Q: I have a PBE band structure of BAs and a G0W0 gap at Γ. May I lift all the conduction bands by the same amount and call the result corrected?

A: You would get the smallest gap wrong by about 0.19 eV. At Γ the gap between v1, the highest filled band, and c1, the lowest empty one, opens by 0.795 eV. Added to the smallest PBE gap on the mesh, 1.213 eV, that gives 2.008 eV, whereas G0W0 itself finds 1.819 eV. The correction depends on the state it acts on.

One-shot G0W0 on PBE for zincblende BAs, its r2SCAN-relaxed cell strained by +2 % in the (111) plane (Ansatz 0.2.0, plane-wave PAW). Cutoffs are 420 eV for the waves and 150 eV for screening, with a 6×6×6 k mesh and 118 empty bands. Kohn–Sham and quasiparticle levels are each measured from their own valence top; v1 is the highest filled band, c1 the lowest empty one.

| band | a (fraction of the reciprocal vector) | b (fraction of the reciprocal vector) | c (fraction of the reciprocal vector) | kohn sham level (eV) | quasiparticle level (eV) | exchange less vxc (eV) | correlation (eV) |
| --- | --- | --- | --- | --- | --- | --- | --- |
| v2 | 0 | 0 | 0 | -0.139 | -0.145 | -1.373 | 0.824 |
| v1 | 0 | 0 | 0 | 0.000 | 0.000 | -1.398 | 0.855 |
| c1 | 0 | 0 | 0 | 3.019 | 3.814 | 4.608 | -4.355 |
| c2 | 0 | 0 | 0 | 3.019 | 3.814 | 4.608 | -4.355 |
| v2 | 0 | 0 | -0.5 | -1.815 | -1.905 | -2.132 | 1.499 |
| v1 | 0 | 0 | -0.5 | -1.769 | -1.862 | -2.187 | 1.551 |
| c1 | 0 | 0 | -0.5 | 2.460 | 3.243 | 4.754 | -4.513 |
| c2 | 0 | 0 | -0.5 | 4.593 | 5.388 | 5.148 | -4.896 |
| v2 | 0 | 0.1667 | 0.1667 | -1.813 | -1.882 | -1.969 | 1.358 |
| v1 | 0 | 0.1667 | 0.1667 | -1.635 | -1.701 | -1.964 | 1.356 |
| c1 | 0 | 0.1667 | 0.1667 | 2.152 | 2.878 | 4.361 | -4.178 |
| c2 | 0 | 0.1667 | 0.1667 | 5.118 | 5.968 | 5.677 | -5.370 |
| v2 | 0 | 0.3333 | 0.3333 | -3.511 | -3.666 | -2.812 | 2.114 |
| v1 | 0 | 0.3333 | 0.3333 | -3.294 | -3.446 | -2.779 | 2.084 |
| c1 | 0 | 0.3333 | 0.3333 | 1.213 | 1.831 | 4.069 | -3.995 |
| c2 | 0 | 0.3333 | 0.3333 | 3.057 | 3.700 | 4.701 | -4.601 |
| v2 | 0 | -0.5 | -0.5 | -4.115 | -4.293 | -3.099 | 2.379 |
| v1 | 0 | -0.5 | -0.5 | -3.886 | -4.062 | -3.063 | 2.344 |
| c1 | 0 | -0.5 | -0.5 | 1.235 | 1.819 | 4.143 | -4.102 |
| c2 | 0 | -0.5 | -0.5 | 1.552 | 2.146 | 4.201 | -4.151 |
| v2 | 0.1667 | 0.1667 | 0.1667 | -0.841 | -0.867 | -1.590 | 1.021 |
| v1 | 0.1667 | 0.1667 | 0.1667 | -0.841 | -0.867 | -1.590 | 1.021 |
| c1 | 0.1667 | 0.1667 | 0.1667 | 2.805 | 3.624 | 4.837 | -4.560 |
| c2 | 0.1667 | 0.1667 | 0.1667 | 3.931 | 4.750 | 4.946 | -4.669 |

Q: Where does the opening come from in the first place?

A: From two large changes that nearly cancel. PBE gives every electron the same local exchange–correlation potential, vxc, whether its orbital is filled or empty. True exchange favours filled orbitals, because it removes an electron's repulsion with itself and depends on overlap with the other filled orbitals. The column "exchange less vxc" shows this preference: it is −1.398 eV for v1 at Γ and +4.608 eV for c1. Bare exchange alone would therefore widen this gap by 6.006 eV.

Q: That is about seven and a half times the opening you quoted.

A: Correlation takes most of it back. The other electrons rearrange around the one we add or remove, and so weaken its exchange interaction. In the table the correlation column cancels 5.21 eV of the widening at Γ. What G0W0 adds to PBE is the remainder, so a modest change in how complete the cancellation is shows up strongly in the gap.

Q: Can I estimate the remainder without a full calculation?

A: Roughly, if you know the exchange column. Write Σx for bare exchange, ε for the dielectric constant and H for the Coulomb hole, a negative term: the energy an electron gains by pushing others away. If screening responds instantly and weakens exchange by the same factor at all distances, the correction to a level is

Σ − vxc ≈ (Σx − vxc)/ε + [H − (1 − 1/ε)vxc].

Suppose the bracket is the same for every state, which asks that H and vxc, both state-dependent, vary in step. It then drops out when levels are measured from the valence top, and each shift is the change in "exchange less vxc" divided by ε.

Q: Put in the numbers for Γ.

A: The same calculation gives ε of about 10.8, so about 9 % of the exchange change should survive. For c1 at Γ that is 6.006 eV / 10.8 ≈ 0.56 eV, against 0.795 eV in the table. The estimate has the right size but is too low. One reason is that ε describes screening over long distances, while electrons close together are screened less well. The bracket may also differ between filled and empty states, and the table can't separate the two effects. Screening is not instant either: the calculation gives both states a renormalisation factor of 0.791, already contained in the correlation column, and without it the opening would be near 1.0 eV, further still from the estimate.

Q: Does the same idea cover the filled bands?

A: Yes, and about as well in proportion. On the whole, deeper valence states have a more negative "exchange less vxc", so they sink further below the valence top. At X, the point (0, −½, −½), v2, the band just below v1, goes from −4.115 to −4.293 eV. The filled bands are thus stretched by roughly 4 %, and dividing by ε reproduces their shifts, which reach 0.18 eV, to about 0.02 eV. That miss is small because the shifts are small; the estimate falls short by a similar fraction as for the empty states. One row is too small to interpret: v2 at Γ moves by only 0.006 eV. It lies below v1 because the cell was strained by 2 % in the (111) plane after it had been relaxed, which splits levels that cubic symmetry would keep together.

Q: Then perhaps the empty bands are stretched too, and higher states simply rise more.

A: It looks that way if you follow c1 from Γ to X. Its energy is much lower at X, and its rise shrinks from 0.795 to 0.584 eV. But look at c2, the second empty band, at (0, ⅓, ⅓). In PBE it lies only 0.04 eV above c1 at Γ, so any smooth rule based on energy alone must give the two almost the same rise. G0W0 lifts it by only 0.643 eV.

Q: Is the upward push from exchange weaker for that state?

A: No, exchange less vxc pushes it up slightly more, by 0.09 eV. Correlation pulls it down more, by 0.25 eV, and that decides the result. The pair therefore defeats both simple rules, the one based on energy and the one based on a fixed share of exchange. What differs is how completely correlation cancels exchange.

Q: Does that also explain the small rise at X?

A: Mostly. For c1 at X the exchange change is 5.541 eV, somewhat less than at Γ. If the same 13 % of it survived as at Γ, the state would rise by about 0.73 eV. Only about 10.5 % survives, which brings the rise down to 0.584 eV. More complete cancellation thus accounts for more of the difference from Γ than the smaller exchange change does.

Q: Why should correlation treat these states differently?

A: The correlation column holds two terms of opposite sign: the Coulomb hole, which is negative, and the part of exchange that screening removes, which is positive. Both depend on where an orbital puts its electron. In crystals of this type the empty states near X are expected to lie more in the open space between the bonds than those at Γ, and c2 at (0, ⅓, ⅓) should belong with them, as the other branch of the valley around X. Where the density is low, vxc, bare exchange and the Coulomb hole should all be weaker. A more negative correlation then need not mean a deeper hole; more likely there is less exchange to screen away. The exchange column hides this, because it lists only the difference of Σx and vxc, which weaken together. This is an expectation, since the calculation lists no orbital densities and doesn't split the correlation column. The table does show that all four empty states at (0, ⅓, ⅓) and X rise less than every other empty state listed.

Q: How far can I trust a single surviving share?

A: As a first guess. I fitted one share to every listed state except the valence top, whose shift is zero by definition, and obtained 12 %. The states we have followed were part of that fit. For empty states, which rise by 0.58 to 0.85 eV, its typical miss is 0.06 eV, and a rigid lift with separate stretches of the filled and empty bands does hardly better there, despite having three constants. Both miss c2 at (0, ⅓, ⅓) by the most; the output below gives the details. Nor is the share an independent prediction, because the exchange column is itself part of the computed shift.

Q: The lowest empty state moves from (0, ⅓, ⅓) in PBE to X in G0W0. Is that real?

A: I wouldn't claim it. The two points differ by 22 meV in PBE and by 12 meV the other way in G0W0. The conduction minimum of BAs is known to lie between Γ and X, close to X, and this mesh steps over it. The mesh gap is therefore somewhat larger than the true minimum gap of the same calculation.

Q: So which number should I take from this?

A: Not 1.819 eV as the gap of an unstrained crystal. Besides the coarse mesh and the strain, spin–orbit coupling is missing, which leaves the gap too large. The finite number of empty bands and the limited screening cutoff probably leave it too small. In the data makers' tests on other systems, G0W0 gaps fell short of the basis limit by 6 to 9 % in the median, but no convergence series was run for this cell, so its own shortfall is unknown. What you can carry over is the procedure: correct the band edge at its own k point, because a shift taken at Γ overstates the indirect gap here.

Printed output of the fit:

```
fit of shift on 23 rows (~top): coefficient of dx 0.1211 +/- 0.0021; rms 0.0447, worst c2 0.0954, leave-one-out rms 0.0482
  rows outside the fit (model, value, miss): v1 0, 0, 0
fit of shift on 23 rows (~top): coefficient of step 0.5583 +/- 0.034, coefficient of ev 0.04443 +/- 0.0054, coefficient of ec 0.0621 +/- 0.011; rms 0.0419, worst c2 0.105, leave-one-out rms 0.0482
  rows outside the fit (model, value, miss): v1 0, 0, 0
exchange part of the direct gap opening at Gamma, eV: 6.006
correlation part of the direct gap opening at Gamma, eV: -5.21
direct gap opening at Gamma, eV: 0.795
rise of c1 at (0,1/3,1/3), eV: 0.618
rise of c1 at X, eV: 0.584
opening of the smallest mesh gap, eV: 0.606
smallest mesh gap if the Gamma opening were used everywhere, eV: 2.008
overshoot of that estimate, eV: 0.189
PBE c1 at X less c1 at (0,1/3,1/3), meV: 22
G0W0 c1 at X less c1 at (0,1/3,1/3), meV: -12
level pair, c2 at (0,1/3,1/3) less c1 at Gamma, PBE level, eV: 0.038
same pair, difference of shift, eV: -0.152
same pair, difference of exchange less vxc, eV: 0.093
same pair, difference of correlation, eV: -0.246
surviving share expected from the dielectric constant, percent: 9.227
smallest surviving share where exchange changes by over 0.1 eV, percent: 10.46
largest surviving share where exchange changes by over 0.1 eV, percent: 13.54
rms miss of exchange change over dielectric constant, valence, eV: 0.01837
rms miss of exchange change over dielectric constant, conduction, eV: 0.1871
rms miss of one fitted share, conduction, eV: 0.06045
rms miss of scissors and stretch, conduction, eV: 0.05741
```
